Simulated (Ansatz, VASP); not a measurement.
# Two plane-wave programs on Cs

```
Cs
1.0
    -3.05273    3.02250    3.02250
     3.02250   -3.05273    3.02250
     3.02250    3.02250   -3.05273
Cs
1
Direct
  0.00000 0.00000 0.00000
```

Change from the starting cell: equal xy, yz and zx shear strains of -1 %, PAW files.

Alike in both runs: task electric field gradients; functional LDA; k mesh 9 × 9 × 9; occupations fermi-dirac, width 0.05 eV; no spin polarisation.

|  | VASP | Ansatz |
| --- | --- | --- |
| version | VASP 6.6.1 | Ansatz 0.2.0 |
| potentials or method | VASP PAW LDA potentials, release 64 (Cs_sv) | PAW with Ansatz's default frozen-core files, scalar-relativistic |
| plane-wave cutoff (eV) | 520 | 420 |
| valence electrons in the cell | 9 | 9 |

```csv
,VASP,Ansatz,Ansatz less VASP
pressure (GPa),-0.3,-0.3,+0.01
Vzz of the field gradient on the site that differs most (V/Å²),0.8,0.8,+0.02
```

Ansatz warned: «gradients_without_spin_orbit».

The runs have no spin-orbit coupling, so splittings on Cs are missing.
